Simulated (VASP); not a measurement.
Crystal: In.

```
CELL_PARAMETERS angstrom
-1.69471 1.69471 2.29737
1.69471 -1.69471 2.29737
1.69471 1.69471 -2.29737
ATOMIC_POSITIONS crystal
In 0.00000 0.00000 0.00000
```

| Quantity | Value |
| --- | --- |
| Program | VASP 6.6.1 |
| Task | relaxation of cell and atoms |
| Functional | r2SCAN |
| Dispersion | rVV10 |
| Potentials or basis | VASP PAW PBE potentials, release 64 (In_d) |
| Cutoff | 600 eV |
| k mesh | 18 × 18 × 18 |
| Occupations | gaussian, width 0.1 eV |
| Spin | no spin polarisation |

At the start: pressure -1.0 GPa; volume 26.39 Å³/atom.

Q: Where does the relaxation end?

A: Over 8 steps the energy falls by 2.6 meV/atom and the volume is 25.87 Å³/atom (-2.0 %); space group Fm-3m (No. 225, to 0.05 Å).

Step by step:
```csv
step,energy change (eV),largest force (eV/Å),pressure (GPa),volume (Å³)
1,0.0000,0.0000,-1.00,26.39
2,-0.0020,0.0000,0.06,25.77
3,-0.0020,0.0000,0.02,25.79
4,-0.0020,0.0000,0.02,25.79
5,-0.0022,0.0000,0.02,25.81
6,-0.0024,0.0000,0.02,25.83
7,-0.0026,0.0000,-0.04,25.88
8,-0.0026,0.0000,-0.01,25.87
```

Final structure:
```xyz
1
Lattice="-1.6618 1.6618 2.3425 1.6618 -1.6618 2.3425 1.6618 1.6618 -2.3425" Properties=species:S:1:pos:R:3 pbc="T T T"
In    0.0000    0.0000    0.0000
```

Caveat: the PAW data sets were made with another functional, which shifts forces and pressure a little.
